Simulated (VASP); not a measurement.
## Input and output of a VASP PBE single-point calculation on GaN (strained zincblende)

INCAR

```
NSW = 0
PREC = Accurate
EDIFF = 1E-7
NBANDS = 16
SIGMA = 0.02
LREAL = .FALSE.
NELM = 120
LWAVE = .FALSE.
ISMEAR = -1
LASPH = .TRUE.
ENCUT = 520
IBRION = -1
LCHARG = .FALSE.
ISIF = 2
GGA = PE
```

KPOINTS

```
KPOINTS created by Atomic Simulation Environment
0
Gamma
10 10 10
0 0 0
```

KPOINTS_OPT

```
special points
6
Reciprocal
0.0000000000 0.0000000000 0.0000000000 1
-0.5000000000 -0.5000000000 0.0000000000 1
-0.3750000000 -0.3750000000 0.2500000000 1
-0.3750000000 0.0000000000 0.3750000000 1
0.0000000000 0.0000000000 0.5000000000 1
-0.5000000000 -0.2500000000 0.2500000000 1
```

POSCAR

```
Ga N
 1.0000000000000000
     0.0000000000000000    2.2489525411000000    2.2039734903000001
     2.2489525411000000    0.0000000000000000    2.2039734903000001
     2.2489525411000000    2.2489525411000000    0.0000000000000000
 Ga  N
   1   1
Cartesian
  0.0000000000000000  0.0000000000000000  0.0000000000000000
  1.1244762705500000  1.1244762705500000  1.1019867451500001
```

VASP ran with the recommended PBE PAW datasets (18 valence electrons in the cell).

Command

```
mpirun -np 1 vasp_std
```

OSZICAR

```
N       E                     dE             d eps       ncg     rms          rms(c)
DAV:   1     0.778438797167E+02    0.77844E+02   -0.94190E+03  3712   0.203E+03
DAV:   2    -0.872276429998E+01   -0.86567E+02   -0.81352E+02  3744   0.321E+02
DAV:   3    -0.140962123121E+02   -0.53734E+01   -0.53514E+01  3776   0.687E+01
DAV:   4    -0.141554516667E+02   -0.59239E-01   -0.59226E-01  4216   0.760E+00
DAV:   5    -0.141562685979E+02   -0.81693E-03   -0.81692E-03  3896   0.791E-01    0.781E+00
DAV:   6    -0.121089053695E+02    0.20474E+01   -0.48763E+00  4928   0.406E+01    0.268E+00
DAV:   7    -0.121197487078E+02   -0.10843E-01   -0.33477E-01  3568   0.652E+00    0.178E+00
DAV:   8    -0.121160223831E+02    0.37263E-02   -0.53317E-02  3840   0.332E+00    0.751E-01
DAV:   9    -0.121120439619E+02    0.39784E-02   -0.14497E-02  4872   0.284E+00    0.186E-01
DAV:  10    -0.121123589837E+02   -0.31502E-03   -0.15673E-03  3976   0.570E-01    0.860E-02
DAV:  11    -0.121122623087E+02    0.96675E-04   -0.28879E-04  4824   0.252E-01    0.105E-02
DAV:  12    -0.121122675068E+02   -0.51981E-05   -0.29390E-05  3840   0.532E-02    0.116E-02
DAV:  13    -0.121122672544E+02    0.25240E-06   -0.80058E-07  4112   0.153E-02    0.346E-03
DAV:  14    -0.121122671805E+02    0.73875E-07   -0.52874E-08  2928   0.301E-03
   1 F= -.12112267E+02 E0= -.12112267E+02  d E =-.127135E-12
       N       E                     dE             ncg
DAV:   1     0.201714521073E+04   -0.38205E+04      216
DAV:   2     0.148628397526E+04   -0.53086E+03      216
DAV:   3     0.145126340225E+04   -0.35021E+02      216
DAV:   4     0.145088577025E+04   -0.37763E+00      272
DAV:   5     0.145088189488E+04   -0.38754E-02      224
DAV:   6     0.145088180863E+04   -0.86252E-04      288
DAV:   7     0.145088180677E+04   -0.18565E-05      240
DAV:   8     0.145088180674E+04   -0.25358E-07      232
```

From OUTCAR

```
k-points           NKPTS =    102   k-points in BZ     NKDIM =    102   number of bands    NBANDS=     16

   NELECT =      18.0000    total number of electrons

   dimension x,y,z NGX =    24 NGY =   24 NGZ =   24
   dimension x,y,z NGXF=    48 NGYF=   48 NGZF=   48

  energy-cutoff  :      520.00
  volume of cell :       22.29
      direct lattice vectors                 reciprocal lattice vectors
     0.000000000  2.248952541  2.203973490    -0.222325723  0.222325723  0.226862983
     2.248952541  0.000000000  2.203973490     0.222325723 -0.222325723  0.226862983
     2.248952541  2.248952541  0.000000000     0.222325723  0.222325723 -0.226862983

 k-points in reciprocal lattice and weights: KPOINTS created by Atomic Simulation Env
   0.00000000  0.00000000  0.00000000       0.001
   0.10000000 -0.00000000  0.00000000       0.008
   0.20000000 -0.00000000  0.00000000       0.008
   0.30000000  0.00000000  0.00000000       0.008
   0.40000000 -0.00000000  0.00000000       0.008
   0.50000000  0.00000000  0.00000000       0.004
   0.10000000  0.10000000  0.00000000       0.002
   0.20000000  0.10000000  0.00000000       0.008
   ...

 E-fermi :   6.0873

 k-point     1 :       0.0000    0.0000    0.0000
  band No.  band energies     occupation
      1     -10.5899      2.00000
      2      -7.9027      2.00000
      3      -7.9027      2.00000
      4      -7.8805      2.00000
      5      -7.5493      2.00000
      6      -7.5477      2.00000
      7       5.5406      2.00000
      8       5.5406      2.00000
      9       5.6318      2.00000
     10       7.4642      0.00000
     11      16.0046      0.00000
     12      16.0605      0.00000
     13      16.0605      0.00000
     14      23.5324      0.00000
     15      24.4031      0.00000
     16      24.4031      0.00000

 k-point     2 :       0.1000   -0.0000    0.0000
  band No.  band energies     occupation
      1     -10.4737      2.00000
      2      -7.8880      2.00000
      3      -7.8780      2.00000
      4      -7.8536      2.00000
      5      -7.5502      2.00000
      6      -7.5496      2.00000
      7       4.4807      2.00000
      8       5.4256      2.00000
      9       5.4968      2.00000
     10       8.3028      0.00000
     11      15.5344      0.00000
     12      16.2129      0.00000
     13      16.2150      0.00000
     14      23.0903      0.00000
     15      23.1628      0.00000
     16      23.7123      0.00000

 k-point     3 :       0.2000   -0.0000    0.0000
  band No.  band energies     occupation
      1     -10.1776      2.00000
      2      -7.8540      2.00000
      3      -7.8395      2.00000
      4      -7.7007      2.00000
      5      -7.5496      2.00000
      6      -7.5473      2.00000
      7       2.6396      2.00000
      8       5.1428      2.00000
      9       5.2370      2.00000
     10       9.3884      0.00000
     11      14.7459      0.00000
     12      16.4310      0.00000
     13      16.5336      0.00000
     14      22.1136      0.00000
     15      22.4030      0.00000
     16      22.7843      0.00000

 k-point     4 :       0.3000    0.0000    0.0000
  band No.  band energies     occupation
      1      -9.8545      2.00000
      2      -7.8242      2.00000
      3      -7.8085      2.00000
      4      -7.5387      2.00000
      5      -7.5303      2.00000
      6      -7.3067      2.00000
      7       0.7184      2.00000
      8       4.8228      2.00000
      9       4.9443      2.00000
     10      10.0800      0.00000
     11      14.3665      0.00000
     12      16.3279      0.00000
     13      16.5680      0.00000
     14      21.4944      0.00000
     15      23.0185      0.00000
     16      23.1153      0.00000

 k-point     5 :       0.4000   -0.0000    0.0000
  band No.  band energies     occupation
      1      -9.6542      2.00000
      2      -7.8114      2.00000
      3      -7.7950      2.00000
      4      -7.5162      2.00000
      5      -7.5040      2.00000
      6      -6.6838      2.00000
      7      -0.9142      2.00000
      8       4.5828      2.00000
      9       4.7256      2.00000
     10      10.3365      0.00000
     11      14.3766      0.00000
     12      16.0512      0.00000
     13      16.3597      0.00000
     14      21.3601      0.00000
     15      24.4990      0.00000
     16      24.5281      0.00000

 k-point     6 :       0.5000    0.0000    0.0000
  band No.  band energies     occupation
      1      -9.5948      2.00000
      2      -7.8091      2.00000
      3      -7.7925      2.00000
      4      -7.5048      2.00000
      5      -7.4911      2.00000
      6      -6.3037      2.00000
      7      -1.6380      2.00000
      8       4.4949      2.00000
      9       4.6456      2.00000
     10      10.3812      0.00000
     11      14.4317      0.00000
     12      15.9224      0.00000
     13      16.2449      0.00000
     14      21.4173      0.00000
     15      25.5409      0.00000
     16      25.5828      0.00000

 k-point     7 :       0.1000    0.1000    0.0000
  band No.  band energies     occupation
      1     -10.4319      2.00000
      2      -7.8748      2.00000
      3      -7.8748      2.00000
      4      -7.8490      2.00000
      5      -7.5575      2.00000
      6      -7.5408      2.00000
      7       4.5416      2.00000
      8       5.2071      2.00000
      9       5.2071      2.00000
     10       8.5999      0.00000
     11      15.1397      0.00000
     12      16.3719      0.00000
     13      16.3719      0.00000
     14      21.5442      0.00000
     15      25.0553      0.00000
     16      25.1703      0.00000

 k-point     8 :       0.2000    0.1000    0.0000
  band No.  band energies     occupation
      1     -10.1949      2.00000
      2      -7.8454      2.00000
      3      -7.8394      2.00000
      4      -7.7511      2.00000
      5      -7.5533      2.00000
      6      -7.5317      2.00000
      7       3.1563      2.00000
      8       4.8505      2.00000
      9       5.0234      2.00000
     10       9.5212      0.00000
     11      14.4438      0.00000
     12      16.5206      0.00000
     13      16.6858      0.00000
     14      20.3320      0.00000
     15      24.3277      0.00000
     16      24.3523      0.00000

 k-point     9 :       0.3000    0.1000    0.0000
  band No.  band energies     occupation
      1      -9.8850      2.00000
      2      -7.8146      2.00000
      3      -7.8050      2.00000
      4      -7.6141      2.00000
      5      -7.5158      2.00000
      6      -7.3639      2.00000
      7       1.3554      2.00000
      8       4.5095      2.00000
      9       4.7239      2.00000
     10      10.3313      0.00000
     11      14.0930      0.00000
     12      16.1832      0.00000
     13      16.7612      0.00000
     14      20.5716      0.00000
     15      23.5522      0.00000
     16      24.4414      0.00000

 k-point    10 :       0.4000    0.1000    0.0000
  band No.  band energies     occupation
      1      -9.6599      2.00000
      2      -7.7967      2.00000
      3      -7.7882      2.00000
      4      -7.5709      2.00000
      5      -7.4958      2.00000
      6      -6.8003      2.00000
      7      -0.3466      2.00000
      8       4.3028      2.00000
      9       4.3635      2.00000
     10      10.7650      0.00000
     11      13.9768      0.00000
     12      16.0027      0.00000
     13      16.5372      0.00000
     14      21.3783      0.00000
     15      23.6841      0.00000
     16      25.4245      0.00000

 k-point    11 :       0.5000    0.1000    0.0000
  band No.  band energies     occupation
      1      -9.5694      2.00000
      2      -7.7919      2.00000
      3      -7.7856      2.00000
      4      -7.5361      2.00000
      5      -7.4904      2.00000
      6      -6.2703      2.00000
      7      -1.4107      2.00000
      8       4.0780      2.00000
      9       4.2896      2.00000
     10      10.9318      0.00000
     11      13.8213      0.00000
     12      16.1841      0.00000
     13      16.3014      0.00000
     14      21.9619      0.00000
     15      24.5893      0.00000
     16      25.8023      0.00000

 k-point    12 :      -0.4000    0.1000    0.0000
  band No.  band energies     occupation
      1      -9.5894      2.00000
      2      -7.7905      2.00000
      3      -7.7893      2.00000
      4      -7.5228      2.00000
      5      -7.5111      2.00000
      6      -6.4146      2.00000
      7      -1.1525      2.00000
      8       3.9577      2.00000
      9       4.4702      2.00000
     10      10.9623      0.00000
     11      13.8093      0.00000
     12      16.1870      0.00000
     13      16.2676      0.00000
     14      22.2615      0.00000
     15      24.1626      0.00000
     16      25.2797      0.00000

 ...

  Total        1.3389897      1.3389897      1.6542886      0.0000000     -0.0000000      0.0000000
  in kB       96.2256514     96.2256514    118.8844123      0.0000000     -0.0000000      0.0000000
  external PRESSURE =     103.7785717 kB  Pullay stress =       0.0000000 kB

 POSITION                                       TOTAL-FORCE (eV/Angst)
 -----------------------------------------------------------------------------------
      0.00000      0.00000      0.00000        -0.000000     -0.000000     -0.000000
      1.12448      1.12448      1.10199         0.000000      0.000000      0.000000
 -----------------------------------------------------------------------------------
    total drift:                                0.000002      0.000002      0.000001

  FREE ENERGIE OF THE ION-ELECTRON SYSTEM (eV)
  ---------------------------------------------------
  free  energy   TOTEN  =       -12.1122671805 eV

  energy  without entropy=      -12.1122671805  energy(sigma->0) =      -12.11226718
```

```json
{"gap between bands v and c": "1.83 eV", "least direct gap": "1.83 eV", "pressure": "10.4 GPa"}
```

Band v is the last that the valence electrons fill when counted band by band, and c is the next.

The run took about 24 s on one core of a shared host (Intel Xeon Platinum 8488C) and held 0.18 GiB at most.
